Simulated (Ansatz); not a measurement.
The elements of this relaxed crystal are hidden behind letters.

```
lattice vectors (Å)
   2.6115    1.5078    4.5983
  -2.6115    1.5078    4.5983
   0.0000   -3.0155    4.5983
fractional positions
X 0.7500 0.7500 0.7500
X 0.2500 0.2500 0.2500
Z 0.5000 0.5000 0.5000
Z 0.0000 0.0000 0.0000
Q 0.6304 0.8696 0.2500
Q 0.2500 0.6304 0.8696
Q 0.8696 0.2500 0.6304
Q 0.3696 0.1304 0.7500
Q 0.7500 0.3696 0.1304
Q 0.1304 0.7500 0.3696
```

The calculation used DFT PBE, scalar-relativistic, plane waves, PAW (Ansatz 0.2.0). The final run on the 10-atom cell used 420 eV, a Γ-centred 6×6×6 mesh, 0.02 eV smearing and no spin polarisation.

* Space group: R-3c (No. 167)
* Conventional cell: a = 5.223 Å, c = 13.795 Å
* Volume per atom: 10.86 Å³
* Density: 4.52 g/cm³
* Energy over the elements: −2.543 eV/atom
* Gap on the 6×6×6 mesh of the 10-atom cell: 2.51 eV

Energies are uncorrected and count from the elements' standard states at the same level.

Task: X is an s-block element of period 2, Z is a d-block element of period 5 and Q is a p-block element of period 2. Which elements are they?

Result: X = Li, Z = Nb, Q = O, so the formula is LiNbO3. Density times volume gives a mean mass of 4.52 × 10.86/1.6605 = 29.6 u per atom, and this set has 29.6 u. Around Li lie 3 O at 1.99 Å; Nb is surrounded by 6 O at 2.00 Å; O is surrounded by 1 Li at 1.99 Å and 2 Nb at 2.00 Å. Other sets within the hints have nearly the same mass, so mass alone doesn't settle it; this one was computed.

Kohn–Sham gaps at this level usually fall short of measured ones. Symmetry constrained the relaxation, so the result can be a saddle point. Another cell of LiNbO3 relaxed alike, in R3c (a measured cell (COD)), lies 30 meV/atom lower, so this cell isn't the stable form at this level.
